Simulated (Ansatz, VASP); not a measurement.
## Cross-check of Ga2AsP between VASP and Ansatz

Wanted: the spread between two codes on one cell, functional and k mesh. The cell is generated by rule, not measured, and may not be a known phase. The cell is taken from a series of runs on this material, whose earlier steps may have relaxed, scaled, displaced or heated it; both programs get it as it stands.

Method: plane waves, with VASP 6.6.1 beside it; relaxation of cell and atoms at PBEsol, in Ansatz 0.2.0.

The structure was built from a prototype and need not be the compound's stable phase.

## 1. The structure

It takes space group P-4m2 (No. 115, tetragonal). The conventional cell has a = 3.926 Å, b = 3.926 Å, c = 5.554 Å, α = 90.00°, β = 90.00°, γ = 90.00°. Nearest to Ga lie 2 P at 2.38 Å and 2 As at 2.43 Å. Nearest to As lie 4 Ga at 2.43 Å. Nearest to P lie 4 Ga at 2.38 Å. It derives from GaAs. Farther neighbours are not listed.

## 2. Ansatz: relaxation of cell and atoms, PBEsol, pair 1

Ansatz runs on its PAW soft_1 files.

The relaxed volume is the usual yardstick between codes: in a stiff, nearly cubic crystal its relative difference is about their pressure difference at one cell divided by the bulk modulus.

Contents of input.yaml:

```yaml
crystal:
  lattice:
    - [3.9259275598, 0.0, 0.0]
    - [0.0, 3.9259275598, 0.0]
    - [0.0, 0.0, 5.5539592172]
  atoms:
    - { symbol: Ga, position: [0.0, 0.0, 0.1204266859] }
    - { symbol: As, position: [0.5, 0.0, 0.3795733141] }
    - { symbol: Ga, position: [0.5, 0.5, 0.6387199423] }
    - { symbol: P, position: [0.0, 0.5, 0.8795733141] }
kpoints:
  mp_grid: { grid: [6, 6, 4] }
hamiltonian:
  xc: pbesol
  pseudopotentials: { kind: paw, azcp: { folder: soft_1 }, xc_functional: pbe }
scf:
  occupations: { method: fermi_dirac, width: 0.02 }
relax:
  f_tol: 0.015
  max_steps: 100
  cell: {}
output:
  write_density: true
  write_potential: true
  elf: true
  volumetric_format: npy
```

Started as:

```
ansatz run input.yaml --threads 8 --pin off --max-ram 17510MiB --backend cpu --events-out ev --progress --plain --runs-dir out
```

Numbers of over 12 decimals in the logs are rounded to 6 here.

Log:

```text
Engine: ansatz 0.2.0, aarch64-unknown-linux-gnu
Pseudopotentials: kind: paw
Pseudopotential: Ga, paw, valence charge 13, recommended cutoff 420 eV (normal), soft_1/Ga.paw.azcp
Pseudopotential: As, paw, valence charge 15, recommended cutoff 420 eV (normal), soft_1/As.paw.azcp
Pseudopotential: P, paw, valence charge 5, recommended cutoff 420 eV (normal), soft_1/P.paw.azcp
Functional definition: PBEsol
  exchange = pbesol_x
  correlation = pbesol_c
Crystal: 4 atoms, lattice volume = 85.603 Å³
Basis set: ecut = 420 eV, 1715 PW (Γ), exchange–correlation on 54×54×80 points (8 copies of the dense FFT grid, shifted against one another)
Bands: 28, of which v1, the nominal top of the filled ones, is band 23 counted from 1 (22 counted from 0)
Symmetry: 8 space group operations
Space group: P-4m2 (ITA 115), of the structure as read, at distance tolerance 4.4e-5 Å
k-points: 30 of 144 (time reversal used)
Non-local potential: Ga, projectors of the file, l = 0: 2, l = 1: 2, l = 2: 3, l = 3: 1
Non-local potential: As, projectors of the file, l = 0: 2, l = 1: 2, l = 2: 3, l = 3: 1
Non-local potential: P, projectors of the file, l = 0: 2, l = 1: 2, l = 2: 1
PAW form: soft (Blöchl's): semilocal exchange-correlation on the pseudo side does not see the compensation charge
PAW frozen core: Ga, regenerated for the run's functional, and the local potential with it (the file was generated under x = pbe(κ = 0.804, μ = 0.219515), c = pbe(β = 0.066725))
PAW frozen core: As, regenerated for the run's functional, and the local potential with it (the file was generated under x = pbe(κ = 0.804, μ = 0.219515), c = pbe(β = 0.066725))
PAW frozen core: P, regenerated for the run's functional, and the local potential with it (the file was generated under x = pbe(κ = 0.804, μ = 0.219515), c = pbe(β = 0.066725))
PAW one-centre angular grid: Ga, 590 points (default); XC on 64 Gauss nodes
PAW one-centre angular grid: As, 590 points (default); XC on 64 Gauss nodes
PAW one-centre angular grid: P, 110 points (default); XC on 64 Gauss nodes
Initial density: superposition of atomic densities (chi_scale 0.1, normalization cell, long waves kept (reshape's long-wave potential 0.02 eV rms))
Initial wavefunctions: pseudopotential atomic-orbital guess
Functional: x = pbesol(κ = 0.804, μ = 0.123457), c = pbesol(β = 0.046)
SCF iter   1: F=—  HF=-13041.173324 eV  |F-HF|=—  |Δ(HF+E_count)|=         —  Δρ=4.47e-2  dr2=1.17e0  ethr=3.10e-3  ⟨swp⟩=7.2  Hψ=3982  notcnv=0
preconditioner: auto → Resta (q_TF=auto, 2.460 Å⁻¹)  ε∞=3.8  [insulator: Δε(μ)=1.033 eV  Ē_g=14.325 eV  σ=0.020 eV  W_gap=1.00  n_scr=20 (ndim 8)  ℏωp=24.1 eV  f_vac=0.000  D(μ)=0.00/eV (n_scr^D=0)  ε∞_Penn≈3.8]
SCF iter   2: F=—  HF=-13040.964812 eV  |F-HF|=—  |Δ(HF+E_count)|=   2.09e-1  Δρ=2.47e-2  dr2=3.53e-1  ethr=2.55e-3  ⟨swp⟩=2.1  Hψ=1203  notcnv=0  defer=29
SCF iter   3: F=—  HF=-13040.884659 eV  |F-HF|=—  |Δ(HF+E_count)|=   8.02e-2  Δρ=2.91e-3  dr2=1.17e-2  ethr=7.68e-4  ⟨swp⟩=2.6  Hψ=1171  notcnv=0  defer=29
SCF iter   4: F=—  HF=-13040.883873 eV  |F-HF|=—  |Δ(HF+E_count)|=   7.86e-4  Δρ=1.17e-3  dr2=1.88e-3  ethr=2.53e-5  ⟨swp⟩=3.0  Hψ=1688  notcnv=0  defer=29
SCF iter   5: F=—  HF=-13040.884056 eV  |F-HF|=—  |Δ(HF+E_count)|=   1.83e-4  Δρ=8.31e-4  dr2=4.08e-4  ethr=4.08e-6  ⟨swp⟩=2.0  Hψ=1622  notcnv=0  defer=29
SCF iter   6: F=—  HF=-13040.884333 eV  |F-HF|=—  |Δ(HF+E_count)|=   2.76e-4  Δρ=2.20e-4  dr2=4.56e-5  ethr=8.87e-7  ⟨swp⟩=2.0  Hψ=1376  notcnv=0  defer=29
SCF iter   7: F=—  HF=-13040.884316 eV  |F-HF|=—  |Δ(HF+E_count)|=   1.69e-5  Δρ=6.62e-5  dr2=2.56e-6  ethr=9.92e-8  ⟨swp⟩=2.0  Hψ=1530  notcnv=0  defer=29
SCF iter   8: F=—  HF=-13040.884323 eV  |F-HF|=—  |Δ(HF+E_count)|=   7.11e-6  Δρ=2.12e-5  dr2=2.50e-7  ethr=5.56e-9  ⟨swp⟩=2.0  Hψ=1351  notcnv=0  defer=29
SCF iter   9: F=-13040.884323 eV  HF=-13040.884323 eV  |F-HF|=6.14e-9  |Δ(HF+E_count)|=   5.54e-7  Δρ=3.05e-6  dr2=6.68e-9  ethr=2.17e-10  ⟨swp⟩=9.0  Hψ=5284  notcnv=0
SCF 1 converged in 9 iterations: F = -13040.884323 eV  dr2 = 6.68e-9
  greatest PAW one-centre occupation: 0.999 electrons in one spin orbital (limit 2), on the As atom at site 1 (counted from 0), in its partial waves of l = 2
relax step   1: F+E_penalty+E_count = -13040.88432344 eV  Δ(F+E_penalty+E_count) = +0.000e0 eV  max|allowed force component| = 2.223e-2 eV/Å  Δτ_max = 0.0000 Å  P = -0.228 GPa  Ω = 85.603 Å³  (9 SCF iters, dr2 threshold 1.00e-7 eV, accepted)
[...]
relax step   2: F+E_penalty+E_count = -13040.88462703 eV  Δ(F+E_penalty+E_count) = -3.036e-4 eV  max|allowed force component| = 4.239e-3 eV/Å  Δτ_max = 0.0017 Å  P = -0.040 GPa  Ω = 85.395 Å³  energy of the carried Pulay correction = +3.394e-5 eV  (4 SCF iters, dr2 threshold 2.79e-7 eV, accepted)
[...]
relax step   3: F+E_penalty+E_count = -13040.88458730 eV  Δ(F+E_penalty+E_count) = +3.973e-5 eV  max|allowed force component| = 4.219e-3 eV/Å  Δτ_max = 0.0000 Å  P = -0.040 GPa  Ω = 85.395 Å³  stress off target by 4.57e-2 GPa  SCF on the basis re-selected at this cell (its energy is not comparable with the rows above)  (6 SCF iters)
basis re-selected at this cell: Δ(F+E_penalty+E_count) = +3.973e-5 eV, ΔP = +0.000 GPa vs the last step (what re-selecting the basis moved, of the pressure what is left beyond the Pulay correction that the steps carried, after the strain that the cell walked since its last selection, with what the two solves' SCF thresholds leave and, on support functions, any second-order correction that the steps lacked; it is no m [...]
SCF converged after 6 iterations
Free energy (F): -13040.884587 eV
Harris-Foulkes:  -13040.884587 eV  (|F-HF|=0.00e0)
Internal energy: -13040.884587 eV  (E = F + TS)
E sigma→0 (E₀):  -13040.884587 eV
Fermi energy:    7.999312 eV
--- Per-component energies (eV) ---
  E_band       = -383.941962
  E_kinetic    = 390.607865
  E_local      = -5529.816114  (includes V_loc(G=0)·N_el)
  E_nonlocal   = -543.275993
  E_hartree    = 3240.853400
  E_xc         = -268.024318
  E_vxc        = -247.220304  (∫ρ·V_xc dr)
  E_paw        = -6418.938219  (= ΣΔE_a)
  E_vpaw       = -935.943639  (= ΣTr[D̂ρ^β])
  E_aug_tail   = -0.000429  (compensation charges beyond the density's cutoff)
  E_ewald      = -3915.029262
  E_core_change = 2.738485  (= ΣΔE_core)
  E_smearing   = -0.000000  (= −TS)
  E_closure    = 0.000000  (closes the sum)
  Σ components = -13040.884587   (vs F -13040.884587, Δ=0.00e0)
--- Forces (eV/Å), atoms counted from 1 ---
  atom   1  Ga     0.00000000     0.00000000    -0.00421945
  atom   2  As     0.00000000     0.00000000    -0.00000000
  atom   3  Ga     0.00000000     0.00000000     0.00421945
  atom   4  P      0.00000000     0.00000000    -0.00000000
  max |Σ_I F_I| component: 1.99e-16 eV/Å
--- Stress (GPa, compression-positive) ---
       -0.045745       0.000000       0.000000
        0.000000      -0.045745       0.000000
        0.000000       0.000000      -0.029691
  P = ⅓ Tr σ = -0.0404 GPa (-0.404 kbar)
--- Band table (eV; the first three rows and the last of 30) ---
  k-point 0: bands = [... 19 lower, 4.6978, 7.4478, 7.4711, 7.4711, 8.5107, 8.8934, 9.0275, 11.2081, ... 1 higher]
  k-point 1: bands = [... 19 lower, 4.9482, 5.6731, 6.8164, 6.8164, 8.8392, 9.6573, 10.1429, 10.6932, ... 1 higher]
  k-point 2: bands = [... 19 lower, 5.4709, 5.4709, 5.9893, 5.9893, 9.2049, 9.5844, 10.8293, 10.9595, ... 1 higher]
  k-point 29: bands = [... 19 lower, 3.8434, 3.8434, 3.9945, 4.0174, 12.0370, 12.1214, 12.1742, 12.1742, ... 1 higher]
--- Relaxed structure (2 steps of the walk, 2 accepted, 1 SCFs on fresh bases) ---
  F+E_penalty+E_count = -13040.88458730 eV   max|allowed force component| = 4.219e-3 eV/Å   (the final SCF, on the basis selected at the relaxed cell)
  cell:  # Å, volume = 85.3952 Å³
    - [3.926093, 0.0, 0]
    - [0.0, 3.926093, 0.0]
    - [0, 0.0, 5.540033]
  atoms:
    - { symbol: Ga, position: [0, 0.0, 0.120734] }
    - { symbol: As, position: [0.5, 0.0, 0.379573] }
    - { symbol: Ga, position: [0.5, 0.5, 0.638413] }
    - { symbol: P, position: [0, 0.5, 0.879573] }
```

In the SCF lines HF is the Harris–Foulkes energy and dr2 the Hartree energy of the density residual, in eV; the loop may stop once dr2 is under the threshold and the program's other checks hold. Hψ counts applications of the Hamiltonian.

## 3. VASP: relaxation of cell and atoms, PBEsol, pair 1

The same cell, functional, mesh and smearing now go to VASP, with its own data sets.

Lines of VASP's logs that name or quote its potential files are left out, and so is its time.

Contents of INCAR:

```
SYSTEM = Ga2AsP
PREC = Accurate
ENCUT = 500
EDIFF = 1E-07
NELM = 120
ISMEAR = -1
SIGMA = 0.02
LREAL = .FALSE.
ALGO = Normal
GGA = PS
NBANDS = 24
LORBIT = 11
LWAVE = .FALSE.
LCHARG = .FALSE.
ISIF = 3
IBRION = 2
NSW = 80
EDIFFG = -0.005
LASPH = .TRUE.
GGA_COMPAT = .FALSE.
NELMIN = 4
EFERMI = MIDGAP
KPAR = 4
```

Contents of POSCAR:

```
Ga2AsP
1.0
    3.9259280000      0.0000000000      0.0000000000
    0.0000000000      3.9259280000      0.0000000000
    0.0000000000      0.0000000000      5.5539590000
Ga As P
2 1 1
Direct
    0.0000000000      0.0000000000      0.1204267082
    0.5000000000      0.5000000000      0.6387200554
    0.5000000000      0.0000000000      0.3795733818
    0.0000000000      0.5000000000      0.8795733818
```

Contents of KPOINTS:

```
Automatic mesh
0
Gamma
6 6 4
0 0 0
```

PAW data sets: Ga_d, As and P (PBE family, release 64).

Started as:

```
mpirun -np 4 vasp_std
```

Log:

```text
[banner, memory and clock lines left out]
running    4 mpi-ranks, on    1 nodes
 distrk:  each k-point on    1 cores,    4 groups
 distr:  one band on    1 cores,    1 groups

 POSCAR found type information on POSCAR GaAsP
 POSCAR found :  3 types and       4 ions
|                                                                             |
|               ----> ADVICE to this user running VASP <----                  |
|                                                                             |
|     You enforced a specific xc type in the INCAR file but a different       |
|     [... a line on the potential file left out ...]
|     I HOPE YOU KNOW WHAT YOU ARE DOING!                                     |
|                                                                             |

 LDA part: xc-table for (Slater+PW92), standard interpolation
 POSCAR, INCAR and KPOINTS ok, starting setup
 FFT: planning ... GRIDC
 FFT: planning ... GRID_SOFT
 FFT: planning ... GRID
 WAVECAR not read
 entering main loop
       N       E                     dE             d eps       ncg     rms          rms(c)
DAV:   1     0.226505051072E+03    0.22651E+03   -0.16108E+04  1456   0.213E+03
DAV:   2     0.520551609058E+01   -0.22130E+03   -0.21537E+03  1640   0.446E+02
DAV:   3    -0.187791746151E+02   -0.23985E+02   -0.23771E+02  1728   0.117E+02
DAV:   4    -0.194381704882E+02   -0.65900E+00   -0.65860E+00  1792   0.218E+01
DAV:   5    -0.194516610031E+02   -0.13491E-01   -0.13487E-01  1808   0.279E+00    0.505E+00
DAV:   6    -0.190364105308E+02    0.41525E+00   -0.74594E-01  2072   0.136E+01    0.293E+00
DAV:   7    -0.189702053842E+02    0.66205E-01   -0.30047E-01  1800   0.338E+00    0.109E+00
DAV:   8    -0.189670320019E+02    0.31734E-02   -0.53538E-02  1816   0.305E+00    0.181E-01
DAV:   9    -0.189667051270E+02    0.32687E-03   -0.72608E-03  1864   0.152E+00    0.653E-02
DAV:  10    -0.189667524462E+02   -0.47319E-04   -0.94344E-04  1768   0.358E-01    0.290E-02
DAV:  11    -0.189668134840E+02   -0.61038E-04   -0.13888E-04  1872   0.811E-02    0.167E-02
DAV:  12    -0.189668148843E+02   -0.14003E-05   -0.10256E-05  2016   0.250E-02    0.855E-03
DAV:  13    -0.189668157798E+02   -0.89556E-06   -0.39495E-06  1736   0.211E-02    0.204E-03
DAV:  14    -0.189668158380E+02   -0.58171E-07   -0.21266E-07  1416   0.543E-03
   1 F= -.18966816E+02 E0= -.18966816E+02  d E =-.189668E+02
[...]
2 F= -.18966940E+02 E0= -.18966940E+02  d E =-.123744E-03
[...]
3 F= -.18966967E+02 E0= -.18966967E+02  d E =-.151182E-03
[...]
4 F= -.18966967E+02 E0= -.18966967E+02  d E =-.151216E-03
[...]
5 F= -.18966990E+02 E0= -.18966990E+02  d E =-.224557E-04
 trial-energy change:   -0.000022  1 .order   -0.000023   -0.000029   -0.000017
 step:   2.2930(harm=  2.2930)  dis= 0.00014  next Energy=   -18.967002 (dE=-0.354E-04)
 bond charge predicted
       N       E                     dE             d eps       ncg     rms          rms(c)
DAV:   1    -0.189671019950E+02   -0.11245E-03   -0.29808E-03  1600   0.431E-01    0.757E-02
DAV:   2    -0.189670291488E+02    0.72846E-04   -0.14975E-04  1688   0.188E-01    0.450E-02
DAV:   3    -0.189669857552E+02    0.43394E-04   -0.41102E-05  1976   0.968E-02    0.323E-03
DAV:   4    -0.189669870765E+02   -0.13213E-05   -0.15136E-05  1536   0.336E-02    0.176E-03
DAV:   5    -0.189669870063E+02    0.70219E-07   -0.61686E-07  1832   0.101E-02
   6 F= -.18966987E+02 E0= -.18966987E+02  d E =-.199526E-04
 curvature:  -1.25 expect dE=-0.100E-04 dE for cont linesearch -0.108E-06
 trial: gam= 0.14096 g(F)=  0.223E-06 g(S)=  0.781E-05 ort =-0.170E-05 (trialstep = 0.121E+01)
 search vector abs. value=  0.822E-05
 reached required accuracy - stopping structural energy minimisation
```

From OUTCAR (step 3):

```text
ion  position               nearest neighbor table
   1  0.000  0.000  0.120-   4 2.38   4 2.38   3 2.43   3 2.43
   2  0.500  0.500  0.639-   4 2.38   4 2.38   3 2.43   3 2.43
   3  0.500  0.000  0.380-   1 2.43   2 2.43   2 2.43   1 2.43
   4  0.000  0.500  0.880-   1 2.38   2 2.38   1 2.38   2 2.38

  LATTYP: Found a simple tetragonal cell.
 ALAT       =     3.9259280000
 C/A-ratio  =     1.4146869224

 Subroutine GETGRP returns: Found  8 space group operations
 (whereof  4 operations were pure point group operations)

The static configuration has the point symmetry C_2v.
 The point group associated with its full space group is D_2d.

 Found     30 irreducible k-points:

   k-points           NKPTS =     30   k-points in BZ     NKDIM =     30   number of bands    NBANDS=     24

   dimension x,y,z NGX =    30 NGY =   30 NGZ =   42
   dimension x,y,z NGXF=    60 NGYF=   60 NGZF=   84

   ENCUT  =  500.0 eV  36.75 Ry    6.06 a.u.   7.16  7.16 10.13*2*pi/ulx,y,z

   NELECT =      36.0000    total number of electrons

 k-points in reciprocal lattice and weights: Automatic mesh
   0.00000000  0.00000000  0.00000000       0.007
   0.16666667  0.00000000  0.00000000       0.028
   0.33333333  0.00000000  0.00000000       0.028
   0.50000000  0.00000000  0.00000000       0.014
   0.16666667  0.16666667  0.00000000       0.028
   0.33333333  0.16666667  0.00000000       0.056
   0.50000000  0.16666667  0.00000000       0.028
   0.33333333  0.33333333  0.00000000       0.028
   0.50000000  0.33333333  0.00000000       0.028
[...]
0.50000000  0.33333333  0.50000000       0.028
   0.50000000  0.50000000  0.50000000       0.007

 average (electrostatic) potential at core
       1 -65.7190       2 -65.7190       3 -49.6324       4 -83.9769

 E-fermi :   4.7407

 k-point     1 :       0.0000    0.0000    0.0000
  band No.  band energies     occupation
    ...
     14       1.4393      2.00000
     15       1.4393      2.00000
     16       4.1941      2.00000
     17       4.2198      2.00000
     18       4.2198      2.00000
     19       5.2616      0.00000
     20       5.6428      0.00000
     21       5.7674      0.00000
     22       7.9534      0.00000
     23       7.9534      0.00000
    ...

 k-point     2 :       0.1667    0.0000    0.0000
  band No.  band energies     occupation
    ...
     14       0.6136      2.00000
     15       1.6300      2.00000
     16       2.3404      2.00000
     17       3.5037      2.00000
     18       4.1078      2.00000
     19       5.8471      0.00000
     20       6.4868      0.00000
     21       7.3180      0.00000
     22       8.0572      0.00000
     23       8.1710      0.00000
    ...

 k-point     3 :       0.3333    0.0000    0.0000
  band No.  band energies     occupation
    ...
     14       0.0136      2.00000
     15       0.3291      2.00000
     16       2.0705      2.00000
     17       2.1514      2.00000
     18       3.7135      2.00000
     19       6.3768      0.00000
     20       7.1297      0.00000
     21       8.7378      0.00000
     22       8.8165      0.00000
     23       9.6559      0.00000
    ...

  Total        0.0123822      0.0123822      0.0184577      0.0000000      0.0000000      0.0000000
  in kB        0.2323074      0.2323074      0.3462932      0.0000000      0.0000000      0.0000000
  external PRESSURE =       0.2703026 kB  Pullay stress =       0.0000000 kB

  energy-cutoff  :      500.00
  volume of cell :       85.40
      direct lattice vectors                 reciprocal lattice vectors
     3.926032118  0.000000000  0.000000000     0.254710092  0.000000000  0.000000000
     0.000000000  3.926032118  0.000000000     0.000000000  0.254710092  0.000000000
     0.000000000  0.000000000  5.540353104     0.000000000  0.000000000  0.180493911

 POSITION                                       TOTAL-FORCE (eV/Angst)
 -----------------------------------------------------------------------------------
      0.00000      0.00000      0.66751         0.000000      0.000000     -0.001520
      1.96302      1.96302      3.53843         0.000000      0.000000      0.001520
      1.96302      0.00000      2.10297         0.000000      0.000000     -0.000000
      0.00000      1.96302      4.87315         0.000000      0.000000     -0.000000
 -----------------------------------------------------------------------------------
    total drift:                                0.000000      0.000000      0.000026

  FREE ENERGIE OF THE ION-ELECTRON SYSTEM (eV)
  ---------------------------------------------------
  free  energy   TOTEN  =       -18.9669870063 eV

  energy  without entropy=      -18.9669870063  energy(sigma->0) =      -18.96698701

 reached required accuracy - stopping structural energy minimisation

 total charge
# of ion       s       p       d       tot
------------------------------------------
    1        0.872   0.829  10.003  11.705
    2        0.872   0.829  10.003  11.705
    3        1.208   1.613   0.032   2.853
    4        1.020   1.492   0.000   2.512
--------------------------------------------------
tot          3.973   4.764  20.039  28.775

[... 3 further parts left out ...]
```

## 4. Comparison

Known differences besides the potentials themselves: the data sets hold 46 valence electrons in Ansatz (on its PAW soft_1 files) and 36 in VASP; the cutoff is 420 eV in Ansatz and 500 eV in VASP; Ansatz makes its cores anew for this functional, VASP keeps those of its PBE data sets; Ansatz adds a Pulay correction to the stress that steers its cell, VASP none. Total energies have different zeros and are not compared.

The two programs side by side:

```csv
quantity,Ansatz,VASP,difference
volume (Å³),85.40,85.40,+0.00 %
"edge a after relaxation, in the typed setting (Å)",3.926,3.926,+0.00 %
"edge c after relaxation, in the typed setting (Å)",5.540,5.540,-0.01 %
```

(Continued in part 2 of 2.)

[Lines on the potential files, build, host, timing and source positions are cut from VASP's logs without a mark.]

[Logs are printed without paths, hosts, clocks, repeated set-up lines and the standing remarks that a program may print on its own settings, such as how far it seeks lower states.]

[Hosts, paths, dates, database ids (printed as entryN), source tags and the programs' standing remarks are cut or masked in the printed files.]
